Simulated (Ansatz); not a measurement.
BeSe (started from an entry of an open crystallographic database), relaxed with r2SCAN: 7 runs in the plane-wave code Ansatz, each a construction of maximally localised Wannier functions. The symmetry is F-43m (No. 216, cubic); a = 5.162 Å in the conventional setting, 17.19 Å³ an atom. Around Be lie 4 Se at 2.24 Å; around Se lie 4 Be at 2.24 Å. The values are computed, spin-unpolarised, and not measurements.

```
Be Se
1.0
     0.00000    2.58104    2.58104
     2.58104    0.00000    2.58104
     2.58104    2.58104    0.00000
Be Se
1 1
Direct
  0.00000 0.00000 0.00000
  0.25000 0.25000 0.25000
```

Windows count from the top of the filled bands; a dash means that no such window was set (without an outer window there is no disentanglement). Rows marked drawn have settings drawn at random (some not listed).

```
functional  SCF mesh  trial orbitals  functions   mesh  window (eV)  frozen (eV)  settings  Ω total (Å²)  Ω invariant (Å²)  largest spread (Å²)  least projectability  interpolation miss of the model's filled bands (eV, to the nearest computed level)
       PBE     6×6×6      Se s, Se p          4  6×6×6            –            –    chosen          5.71              5.08                 1.43                  0.90                                                                               0.056
       PBE     6×6×6      Se s, Se p          4  8×8×8            –            –    chosen          5.92              5.30                 1.48                  0.90                                                                               0.017
       PBE     6×6×6            Se p          3  6×6×6            –            –    chosen          6.38              6.21                 2.13                  0.81                                                                               0.054
    r2SCAN     6×6×6      Se s, Se p          4  6×6×6            –            –    chosen          5.58              4.93                 1.39                  0.91                                                                               0.048
     HSE06     6×6×6      Se s, Se p          4  6×6×6            –            –    chosen          5.56              4.93                 1.39                  0.91                                                                                   –
       PBE     6×6×6            Se p          3  2×2×2            –            –     drawn          3.84              3.70                 1.28                  0.92                                                                               1.024
```

Q: Estimate from these rows what the further settings give.
```csv
functional,SCF mesh,trial orbitals,functions,mesh,window (eV),frozen (eV),settings
PBE,6×6×6,"Se s, Se p",4,4×4×4,–,–,chosen
```

A:
```csv
functional,SCF mesh,trial orbitals,functions,mesh,window (eV),frozen (eV),settings,Ω total (Å²),Ω invariant (Å²),largest spread (Å²),least projectability,"interpolation miss of the model's filled bands (eV, to the nearest computed level)"
PBE,6×6×6,"Se s, Se p",4,4×4×4,–,–,chosen,5.19,4.54,1.30,0.91,0.190
```

A dash in the last column means that the miss wasn't evaluated.

For Se s, Se p with PBE the spread goes 5.19 Å² (4×4×4), 5.71 Å² (6×6×6), 5.92 Å² (8×8×8): finite differences on a coarse mesh understate it.

Spin-orbit coupling is left out.
